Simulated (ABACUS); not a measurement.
Runs of ABACUS 3.10.1 on ZrC. The structure is cubic, space group Fm-3m (No. 225). The conventional cell has a = 4.730 Å, b = 4.730 Å, c = 4.730 Å, α = 90.00°, β = 90.00°, γ = 90.00°. Zr (site symmetry m-3m) has 6 C at 2.37 Å as nearest neighbours. C (site symmetry m-3m) is surrounded by 6 Zr at 2.37 Å. 

```tsv
task	potentials or basis	cutoff (eV)	SCF threshold on the density	eigensolver	gap on the mesh (eV)	pressure (GPa)	V0 of scaled cells (Å³/atom)	B0 (GPa)
single point	PseudoDojo NC SR 0.4.1 PBE standard, plane waves	1116	1e-08	dav	none	-2.8	-	-
single point	PseudoDojo NC SR 0.4.1 PBE standard, DZP LCAO (the cutoffs set its grid)	1361	1e-07	genelpa	none	-2.3	-	-
equation of state	PseudoDojo NC SR 0.4.1 PBE standard, plane waves	1116	1e-08	dav	-	-	(b)	222
equation of state	PseudoDojo NC SR 0.4.1 PBE standard, DZP LCAO (the cutoffs set its grid)	1361	1e-07	genelpa	-	-	(a)	219
```

Alike in all rows: level PBE; no spin polarisation; cell as given; k mesh 10 × 10 × 10; smearing fermi-dirac 0.05 eV.

Q: Fill in the values left out.

A: (a) 13.09; (b) 13.06.

Caveats: the atomic orbitals were generated for these runs and aren't a published set (some runs); the basis of atomic orbitals isn't converged, which shifts pressures, moduli and gaps (some runs).

A k mesh can miss the band edges, and the runs leave out spin-orbit coupling on Zr.

A gap of «none» marks a metal or a gap under the smearing width.

Not every run made on this cell is shown here.
